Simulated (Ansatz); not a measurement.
How far PBE and r2SCAN part for InN, strain tensor (xx, yy, zz, yz, xz, xy) = (−0.13, −2.02, +1.58, −0.37, −0.80, −0.19) %

Start from InN in the zinc blende structure (space group F-43m, No. 216; a = 5.0490 Å). Axes: x, y, z lie along the cube axes.

(Cell as relaxed with PBE.)

Levels (all Ansatz, a first-principles code, PAW): PBE (420 eV, no spin-orbit coupling); r2SCAN (500 eV, no spin-orbit coupling).

Each level relaxes its own structure.

```json
[
 {"base": "volume per atom", "PBE": "16.09 Å³", "r2SCAN": "15.62 Å³"},
 {"base": "lattice parameter a", "PBE": "5.049 Å", "r2SCAN": "4.999 Å"},
 {"base": "band gap", "PBE": "zero", "r2SCAN": "zero"}
]
```

The change: strain tensor (xx, yy, zz, yz, xz, xy) = (−0.13, −2.02, +1.58, −0.37, −0.80, −0.19) %; the atoms relax in the strained cell.

```json
[
 {"quantity": "energy relative to the base (free energy F)", "PBE": "+3.3 meV/atom", "r2SCAN": "…"},
 {"quantity": "band gap", "PBE": "zero", "r2SCAN": "…"},
 {"quantity": "pressure (mean of the normal stresses, compression positive)", "PBE": "0.7 GPa", "r2SCAN": "…"},
 {"quantity": "shortest interatomic distance", "PBE": "2.177 Å", "r2SCAN": "…"}
]
```

Problem. Predict the r2SCAN column.

Solution. 
- energy relative to the base (free energy F), r2SCAN: +3.3 meV/atom
- band gap, r2SCAN: zero
- pressure (mean of the normal stresses, compression positive), r2SCAN: 0.8 GPa
- shortest interatomic distance, r2SCAN: 2.157 Å

PBE's shortest interatomic distance lies 0.0206 Å above r2SCAN's (1.0 %); the two agree on the energy relative to the base and band gap. Neither level is exact; r2SCAN is the comparison here, not a measurement.

Stability against distortions was not tested. All final runs are without spin polarisation. Gaps under 0.05 eV, about the width of the smearing, are given as zero. This is not the structure that InN has at room temperature and ambient pressure. A zero or small gap of InN can be the functional's error rather than a property of the material.
